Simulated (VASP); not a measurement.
Write the native input for VASP 6.6.1 that does the following.

| Item | Value |
| --- | --- |
| Task | relaxation of cell and atoms |
| Functional | PBEsol |
| Dispersion | D4 |
| Potentials or basis | VASP PAW PBE potentials, release 64 (C) |
| Cutoff | 600 eV |
| k mesh | 13 × 13 × 13 |
| Occupations | fermi-dirac, width 0.05 eV |
| Spin | no spin polarisation |
| Further INCAR settings | ALGO = Normal; EDIFF = 1e-06; IBRION = 2; EDIFFG = -0.005; NSW = 40; ISIF = 3 |

The structure of C lies in POSCAR:

```
C
1.0
    0.0000000000      1.7833700000      1.7833700000
    1.7833700000      0.0000000000      1.7833700000
    1.7833700000      1.7833700000      0.0000000000
C
2
Direct
    0.7500000000      0.7500000000      0.7500000000
    0.5000000000      0.5000000000      0.5000000000
```

This isn't the form of C at room conditions, which is graphite.

One way to write it, as run:

INCAR

```
SYSTEM = C
PREC = Accurate
ENCUT = 600
EDIFF = 1E-6
ISMEAR = -1
SIGMA = 0.05
LREAL = .False.
LASPH = .True.
NELM = 100
ALGO = Normal
ISIF = 3
LWAVE = .False.
LCHARG = .False.
GGA = PS
IVDW = 13
IBRION = 2
NSW = 40
EDIFFG = -0.005
```

KPOINTS

```
Automatic mesh
0
Gamma
  13 13 13
  0 0 0
```

Potentials or basis: VASP PAW PBE potentials, release 64 (C).

The run is started by

```sh
$ cat potpaw_PBE.64/C/POTCAR > POTCAR
$ mpirun -np 1 vasp_std > vasp.out
```

It gave:

```json
{
 "Relaxed volume": "5.58 Å³/atom",
 "Relaxed cell": "a = 2.508 Å, b = 2.508 Å, c = 2.508 Å, α = 60.00°, β = 60.00°, γ = 60.00°",
 "Space group after relaxing (to 0.05 Å)": "Fd-3m (No. 227)",
 "Energy gained by relaxing": "2.2 meV/atom",
 "Ionic steps": "3",
 "Pressure after relaxing": "0.0 GPa",
 "Band gap on the k mesh": "4.05 eV, indirect (least direct gap 5.59 eV)",
 "Dispersion energy per atom": "-0.121 eV"
}
```

Caveat: the PAW data sets were made with another functional, which shifts forces and pressure a little; an odd mesh through Γ misses points on the zone boundary, where band edges often lie.

It took 33 s on 1 thread of AMD EPYC 7R43 64-Core Processor (Zen 3) (shared host), peak memory 0.08 GiB.
